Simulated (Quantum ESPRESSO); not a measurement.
# C (Fd-3m) in Quantum ESPRESSO: a series of runs, part 3 of 4

Quantum ESPRESSO 7.5. The steps go on from the part before.

### Step 4. Phonons, LDA

Contents of pw.in:

```
&CONTROL
  calculation = 'scf'
  prefix = 'pwscf'
  outdir = './tmp'
  pseudo_dir = './pseudo'
  tprnfor = .true.
  tstress = .true.
  disk_io = 'low'
/
&SYSTEM
  ibrav = 0
  nat = 2
  ntyp = 1
  ecutwfc = 45
  ecutrho = 360
  nbnd = 9
  occupations = 'smearing'
  smearing = 'mv'
  degauss = 0.01469973
/
&ELECTRONS
  conv_thr = 4d-10
  electron_maxstep = 120
  mixing_beta = 0.5
/
ATOMIC_SPECIES
C     12.0110 c_lda_v1.2.uspp.F.UPF
CELL_PARAMETERS angstrom
   0.0000000000    1.7833700000    1.7833700000
   1.7833700000    0.0000000000    1.7833700000
   1.7833700000    1.7833700000    0.0000000000
ATOMIC_POSITIONS crystal
C      0.7500000000    0.7500000000    0.7500000000
C      0.5000000000    0.5000000000    0.5000000000
K_POINTS automatic
13 13 13 0 0 0
```

Contents of relax.in:

```
&CONTROL
  calculation = 'vc-relax'
  prefix = 'pwscf'
  outdir = './tmp'
  pseudo_dir = './pseudo'
  tprnfor = .true.
  tstress = .true.
  disk_io = 'low'
  nstep = 40
  forc_conv_thr = 0.0001
  etot_conv_thr = 1d-06
/
&SYSTEM
  ibrav = 0
  nat = 2
  ntyp = 1
  ecutwfc = 45
  ecutrho = 360
  nbnd = 9
  occupations = 'smearing'
  smearing = 'mv'
  degauss = 0.01469973
/
&ELECTRONS
  conv_thr = 4d-10
  electron_maxstep = 120
  mixing_beta = 0.5
/
&IONS
  ion_dynamics = 'bfgs'
/
&CELL
  cell_dynamics = 'bfgs'
  press = 0
  press_conv_thr = 0.2
/
ATOMIC_SPECIES
C     12.0110 c_lda_v1.2.uspp.F.UPF
CELL_PARAMETERS angstrom
   0.0000000000    1.7833700000    1.7833700000
   1.7833700000    0.0000000000    1.7833700000
   1.7833700000    1.7833700000    0.0000000000
ATOMIC_POSITIONS crystal
C      0.7500000000    0.7500000000    0.7500000000
C      0.5000000000    0.5000000000    0.5000000000
K_POINTS automatic
13 13 13 0 0 0
```

Contents of scf2.in:

```
&CONTROL
  calculation = 'scf'
  prefix = 'pwscf'
  outdir = './tmp'
  pseudo_dir = './pseudo'
  tprnfor = .true.
  tstress = .true.
  disk_io = 'low'
/
&SYSTEM
  ibrav = 0
  nat = 2
  ntyp = 1
  ecutwfc = 45
  ecutrho = 360
  nbnd = 9
  occupations = 'fixed'
/
&ELECTRONS
  conv_thr = 1d-13
  electron_maxstep = 120
  mixing_beta = 0.5
  startingpot = 'file'
  startingwfc = 'file'
/
ATOMIC_SPECIES
C     12.0110 c_lda_v1.2.uspp.F.UPF
CELL_PARAMETERS angstrom
   0.0000000000    1.7660366416    1.7660366416
   1.7660366416    0.0000000000    1.7660366416
   1.7660366416    1.7660366416    0.0000000000
ATOMIC_POSITIONS crystal
C      0.7500000000    0.7500000000    0.7500000000
C      0.5000000000    0.5000000000    0.5000000000
K_POINTS automatic
13 13 13 0 0 0
```

Contents of ph.in:

```
phonons of C
&INPUTPH
  prefix = 'pwscf'
  outdir = './tmp'
  tr2_ph = 1d-16
  fildyn = 'dyn'
  niter_ph = 60
  alpha_mix(1) = 0.7
  epsil = .true.
/
0.0000000000 0.0000000000 0.0000000000
```

Contents of dynmat.in:

```
&INPUT
  fildyn = 'dyn'
  asr = 'crystal'
  lperm = .true.
  filout = 'dynmat.disp'
  fileig = 'dynmat.eig'
/
```

Contents of dynmat_lo.in:

```
&INPUT
  fildyn = 'dyn'
  asr = 'crystal'
  filout = 'dynmat_lo.disp'
  fileig = 'dynmat_lo.eig'
  q(1) = 0
  q(2) = 0
  q(3) = 1
/
```

Potentials or basis: GBRV 1.5 LDA.

Started as:

```console
$ OMP_NUM_THREADS=1 pw.x -in pw.in > pw.out
$ OMP_NUM_THREADS=1 pw.x -in relax.in > relax.out
$ OMP_NUM_THREADS=1 pw.x -in scf2.in > scf2.out
$ OMP_NUM_THREADS=1 ph.x -in ph.in > ph.out
$ OMP_NUM_THREADS=1 dynmat.x -in dynmat.in > dynmat.out
$ OMP_NUM_THREADS=1 dynmat.x -in dynmat_lo.in > dynmat_lo.out
```

pw.out:

```text
This program is part of the open-source Quantum ESPRESSO suite
     for quantum simulation of materials; please cite
[... 9 lines left out ...]
     --------------------
     sticks:   dense  smooth     PW     G-vecs:    dense   smooth      PW
     Sum         559     283     97                 8801     3119     645

     Using Slab Decomposition

     bravais-lattice index     =            0
     lattice parameter (alat)  =       4.7660  a.u.
     unit-cell volume          =      76.5510 (a.u.)^3
     number of atoms/cell      =            2
     number of atomic types    =            1
     number of electrons       =         8.00
     number of Kohn-Sham states=            9
     kinetic-energy cutoff     =      45.0000  Ry
     charge density cutoff     =     360.0000  Ry
     scf convergence threshold =      4.0E-10
     mixing beta               =       0.5000
     number of iterations used =            8  plain     mixing
     Exchange-correlation= SLA  PZ   NOGX NOGC
                           (   1   1   0   0   0   0   0)

     celldm(1)=   4.766014  celldm(2)=   0.000000  celldm(3)=   0.000000
     celldm(4)=   0.000000  celldm(5)=   0.000000  celldm(6)=   0.000000

     crystal axes: (cart. coord. in units of alat)
               a(1) = (   0.000000   0.707107   0.707107 )
               a(2) = (   0.707107   0.000000   0.707107 )
               a(3) = (   0.707107   0.707107   0.000000 )

     reciprocal axes: (cart. coord. in units 2 pi/alat)
               b(1) = ( -0.707107  0.707107  0.707107 )
               b(2) = (  0.707107 -0.707107  0.707107 )
               b(3) = (  0.707107  0.707107 -0.707107 )

     PseudoPot. # 1 for C  read from file:
     c_lda_v1.2.uspp.F.UPF
     Pseudo is Ultrasoft + core correction, Zval =  4.0
     Generated by new atomic code, or converted to UPF format
     Using radial grid of  721 points,  4 beta functions with:
                l(1) =   0
                l(2) =   0
                l(3) =   1
                l(4) =   1
     Q(r) pseudized with  8 coefficients,  rinner =    1.100   1.100   1.100

     atomic species   valence    mass     pseudopotential
     C                 4.00    12.01100     C ( 1.00)

     48 Sym. Ops., with inversion, found (24 have fractional translation)

   Cartesian axes

     site n.     atom                  positions (alat units)
         1        C      tau(   1) = (   1.0606602   1.0606602   1.0606602  )
         2        C      tau(   2) = (   0.7071068   0.7071068   0.7071068  )

     number of k points=    84  Marzari-Vanderbilt smearing, width (Ry)=  0.0147
                       cart. coord. in units 2pi/alat
        k(    1) = (   0.0000000   0.0000000   0.0000000), wk =   0.0009103
        k(    2) = (   0.0543928   0.0543928  -0.0543928), wk =   0.0072827
        k(    3) = (   0.1087857   0.1087857  -0.1087857), wk =   0.0072827
        k(    4) = (   0.1631785   0.1631785  -0.1631785), wk =   0.0072827
        k(    5) = (   0.2175713   0.2175713  -0.2175713), wk =   0.0072827
        k(    6) = (   0.2719641   0.2719641  -0.2719641), wk =   0.0072827
[... 76 lines left out ...]
        k(   83) = (   0.0000000  -0.4351426   0.6527140), wk =   0.0218480
        k(   84) = (  -0.0543928  -0.3807498   0.7071068), wk =   0.0218480

     Dense  grid:     8801 G-vectors     FFT dimensions: (  32,  32,  32)

     Smooth grid:     3119 G-vectors     FFT dimensions: (  24,  24,  24)

     Initial potential from superposition of free atoms

     starting charge       7.9999, renormalised to       8.0000
     Starting wfcs are    8 randomized atomic wfcs +    1 random wfcs

     Self-consistent Calculation

     iteration #  1     ecut=    45.00 Ry     beta= 0.50
     Davidson diagonalization with overlap
     ethr =  1.00E-02,  avg # of iterations =  3.8

     total energy              =     -23.05706526 Ry
     estimated scf accuracy    <       0.12436088 Ry

     iteration #  2     ecut=    45.00 Ry     beta= 0.50
     Davidson diagonalization with overlap
     ethr =  1.55E-03,  avg # of iterations =  1.3

     total energy              =     -23.05473455 Ry
     estimated scf accuracy    <       0.01627985 Ry

     iteration #  3     ecut=    45.00 Ry     beta= 0.50
     Davidson diagonalization with overlap
     ethr =  2.03E-04,  avg # of iterations =  2.2

     total energy              =     -23.05647349 Ry
     estimated scf accuracy    <       0.00016537 Ry

     iteration #  4     ecut=    45.00 Ry     beta= 0.50
     Davidson diagonalization with overlap
     ethr =  2.07E-06,  avg # of iterations =  3.9

     total energy              =     -23.05649921 Ry
     estimated scf accuracy    <       0.00000419 Ry

     iteration #  5     ecut=    45.00 Ry     beta= 0.50
     Davidson diagonalization with overlap
     ethr =  5.24E-08,  avg # of iterations =  2.0

     total energy              =     -23.05650000 Ry
     estimated scf accuracy    <       0.00000015 Ry

     iteration #  6     ecut=    45.00 Ry     beta= 0.50
     Davidson diagonalization with overlap
     ethr =  1.84E-09,  avg # of iterations =  2.0

     total energy              =     -23.05650003 Ry
     estimated scf accuracy    <       0.00000001 Ry

     iteration #  7     ecut=    45.00 Ry     beta= 0.50
     Davidson diagonalization with overlap
     ethr =  1.51E-10,  avg # of iterations =  1.4

     End of self-consistent calculation

          k = 0.0000 0.0000 0.0000 (   387 PWs)   bands (ev):

    -8.2170  13.0915  13.0915  13.0915  18.6340  18.6340  18.6340  26.6467
    32.1031

          k = 0.0544 0.0544-0.0544 (   381 PWs)   bands (ev):

    -8.0534  12.0387  12.8131  12.8131  18.9974  18.9974  19.2656  26.7585
    32.3692

          k = 0.1088 0.1088-0.1088 (   381 PWs)   bands (ev):

    -7.5644   9.7928  12.1860  12.1860  19.8190  19.8190  20.3171  27.0815
    32.9614

          k = 0.1632 0.1632-0.1632 (   386 PWs)   bands (ev):

    -6.7552   7.2123  11.5072  11.5072  20.6481  20.6481  21.1333  27.5510
    33.4224

          k = 0.2176 0.2176-0.2176 (   389 PWs)   bands (ev):

    -5.6382   4.6249  10.9340  10.9340  21.1933  21.1933  21.6549  28.0256
    33.6545

          k = 0.2720 0.2720-0.2720 (   389 PWs)   bands (ev):

    -4.2470   2.2001  10.5318  10.5318  21.4220  21.4220  21.9560  28.3491
    34.0095

          k = 0.3264 0.3264-0.3264 (   392 PWs)   bands (ev):

    -2.7586   0.1810  10.3263  10.3263  21.4755  21.4755  22.0944  28.4811
    34.5055

          k = 0.1088-0.0000 0.0000 (   383 PWs)   bands (ev):

    -7.9990  12.2960  12.2960  12.5850  18.4699  19.6116  19.6116  26.7232
    32.4684

          k = 0.1632 0.0544-0.0544 (   379 PWs)   bands (ev):

    -7.6185  10.5526  11.5662  12.2977  18.7206  20.5725  20.6184  26.7558
    32.9872

          k = 0.2176 0.1088-0.1088 (   380 PWs)   bands (ev):

    -6.9161   8.1200  10.8764  11.7130  19.4847  21.4817  21.5079  26.8654
    33.5050

          k = 0.2720 0.1632-0.1632 (   384 PWs)   bands (ev):

    -5.9013   5.5592  10.3498  11.0248  20.2507  22.0559  22.0970  27.1691
    33.7662

          k = 0.3264 0.2176-0.2176 (   388 PWs)   bands (ev):

    -4.5977   3.0902  10.0376  10.4019  20.7485  22.2255  22.4382  27.7243
    33.8018

          k = 0.3807 0.2720-0.2720 (   391 PWs)   bands (ev):

    -3.0964   0.8975   9.9253   9.9554  21.0377  22.1214  22.6028  28.2775
    33.9209

          k =-0.2720-0.3807 0.3807 (   389 PWs)   bands (ev):

    -2.3022  -0.0716   9.6377  10.1000  21.2789  21.9017  22.6276  28.5105
    34.0077
[... 303 lines left out ...]
    -3.9660   5.1530   6.2918   8.9106  20.3438  23.0643  24.4904  26.3885
    33.8911

          k =-0.2176-0.4351 0.6527 (   397 PWs)   bands (ev):

    -2.6233   3.4025   5.7909   8.1355  21.3052  22.8280  25.0969  27.3025
    32.5147

          k =-0.1632-0.3807 0.5983 (   390 PWs)   bands (ev):

    -1.2167   1.6294   5.7525   7.6260  21.5521  22.9104  26.3635  27.4563
    31.0638

          k =-0.1632-0.4895 0.7071 (   397 PWs)   bands (ev):

    -2.1559   3.7924   5.5687   6.9542  20.3123  22.1685  25.4519  28.2118
    33.6264

          k =-0.1088-0.4351 0.6527 (   393 PWs)   bands (ev):

    -0.7593   2.4960   4.8755   6.4420  21.1819  23.3186  25.2629  27.9951
    32.4932

          k =-0.0544-0.3807 0.5983 (   395 PWs)   bands (ev):

    -0.0887   1.8576   4.3743   6.6146  21.5806  24.1223  26.1570  26.6359
    31.7246

          k = 0.0000-0.3264 0.5439 (   391 PWs)   bands (ev):

    -1.2746   2.9555   4.4098   7.2545  22.0705  23.0877  25.4850  27.7301
    31.4545

          k =-0.0544-0.4895 0.7071 (   393 PWs)   bands (ev):

    -0.0863   2.0286   5.3187   5.6937  20.5583  21.1645  27.0965  28.3824
    34.1074

          k = 0.0000-0.4351 0.6527 (   393 PWs)   bands (ev):

     0.8355   1.4590   4.2930   5.8797  21.1431  23.2226  26.4724  27.0483
    33.2262

          k =-0.0544-0.3807 0.7071 (   393 PWs)   bands (ev):

     0.5110   1.9526   4.4163   5.3960  23.1153  23.2606  25.2097  26.4182
    33.2058

     the Fermi energy is    15.2546 ev

!    total energy              =     -23.05650003 Ry
     estimated scf accuracy    <          2.8E-11 Ry
     smearing contrib. (-TS)   =       0.00000000 Ry
     internal energy E=F+TS    =     -23.05650003 Ry

     The total energy is F=E-TS. E is the sum of the following terms:
     one-electron contribution =       7.94447755 Ry
     hartree contribution      =       1.91710241 Ry
     xc contribution           =      -7.34339148 Ry
     ewald contribution        =     -25.57468850 Ry

     convergence has been achieved in   7 iterations

     Forces acting on atoms (cartesian axes, Ry/au):

     atom    1 type  1   force =     0.00000000    0.00000000    0.00000000
     atom    2 type  1   force =     0.00000000    0.00000000    0.00000000

     Total force =     0.000000     Total SCF correction =     0.000000

     Computing stress (Cartesian axis) and pressure

          total   stress  (Ry/bohr**3)                   (kbar)     P=     -129.25
  -0.00087863   0.00000000  -0.00000000         -129.25        0.00       -0.00
   0.00000000  -0.00087863  -0.00000000            0.00     -129.25       -0.00
  -0.00000000  -0.00000000  -0.00087863           -0.00       -0.00     -129.25

=------------------------------------------------------------------------------=
   JOB DONE.
=------------------------------------------------------------------------------=
```

Run time: 58 s. Hardware: 1 thread of Arm Neoverse V2, shared host; peak memory 0.05 GiB.

Results:

```yaml
Free_energy: -313.7124 eV
Relaxed_volume: 5.51 Å³/atom
Relaxed_cell: a = 2.498 Å, b = 2.498 Å, c = 2.498 Å, α = 60.00°, β = 60.00°, γ = 60.00°
Space_group_after_relaxing_to_0.05_Å: Fd-3m (No. 227)
Pressure_after_relaxing: 0.0 GPa
Band_gap_on_the_k_mesh: 4.19 eV, indirect (least direct gap 5.62 eV)
Electronic_dielectric_tensor_diagonal: 5.76
Born_charges_mean_of_the_diagonal: C -0.00 e
Highest_phonon_frequency_at_Γ: 1323 cm⁻¹
Static_dielectric_tensor_diagonal: 5.76
```

The path:
| step | energy change (eV) | largest force (eV/Å) | pressure (GPa) | volume (Å³) |
| --- | --- | --- | --- | --- |
| 1 | 0.0000 | 0.0000 | -12.93 | 11.34 |
| 2 | 0.0095 | 0.0000 | 18.60 | 10.61 |
| 3 | -0.0134 | 0.0000 | -0.32 | 11.02 |
| 4 | -0.0134 | 0.0000 | 0.01 | 11.02 |

Final structure:
```
C
1.0
     0.00000    1.76604    1.76604
     1.76604    0.00000    1.76604
     1.76604    1.76604    0.00000
C
2
Cartesian
  2.6491 2.6491 2.6491
  1.7660 1.7660 1.7660
```

Phonon frequencies in cm⁻¹ (negative: imaginary):
```tsv
q point	frequencies
(0.000, 0.000, 0.000)	-8 -8 -8 1323 1323 1323
```

Electronic dielectric tensor:
```
5.76 0.00 0.00
0.00 5.76 0.00
0.00 0.00 5.76
```

Born effective charge tensors (e):
atom 1, C
```
0.00 0.00 0.00
0.00 0.00 0.00
0.00 0.00 0.00
```
atom 2, C
```
0.00 0.00 0.00
0.00 0.00 0.00
0.00 0.00 0.00
```

Optical modes at Γ, degenerate ones joined, polar ones without the macroscopic field:
| cm⁻¹ | components | symmetry | active in | IR intensity, summed ((D/Å)²/amu) |
| --- | --- | --- | --- | --- |
| 1323 | 3 | T2g | Raman | 0.00 |

Static dielectric tensor, electrons and zone-centre modes:
```
5.76 0.00 0.00
0.00 5.76 0.00
0.00 0.00 5.76
```

Caveat: this smearing can shift energies of a crystal with a gap; on a mesh that holds Γ this program's dielectric tensor can be off by some percent beyond the error of the mesh; an odd mesh through Γ misses points on the zone boundary, where band edges often lie. A hybrid or GW would open this gap; LDA tends to underestimate it.

(Continued in part 4 of 4.)
